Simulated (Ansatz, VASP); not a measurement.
# TaN in VASP and in Ansatz

```xyz
2
Lattice="2.9067 0.0000 0.0000 -1.4533 2.5173 0.0000 0.0000 0.0000 2.8512" Properties=species:S:1:pos:R:3 pbc="T T T"
Ta    0.0000    1.6782    1.4256
N     0.0000    0.0000    0.0000
```

Alike in both runs: functional LDA; k mesh 10 × 10 × 9; occupations fermi-dirac, width 0.02 eV; no spin polarisation.

Ansatz relaxed the structure, and its values are those at the end. VASP's run is a single point on that final structure, the one shown.

```csv
,VASP,Ansatz
version,VASP 6.6.1,Ansatz 0.2.0
potentials or method,"VASP PAW LDA potentials, release 64 (Ta_pv, N), cutoff 520 eV","all-electron LAPW, scalar-relativistic"
```

Ansatz gave:

* pressure (GPa): 0.0

Problem. Estimate VASP's values.

Solution. Pressure (GPa): 2.0.

Ansatz ran all-electron here, so the differences hold the error of VASP's frozen core and of both bases.

The runs have no spin-orbit coupling, so splittings on Ta are missing.
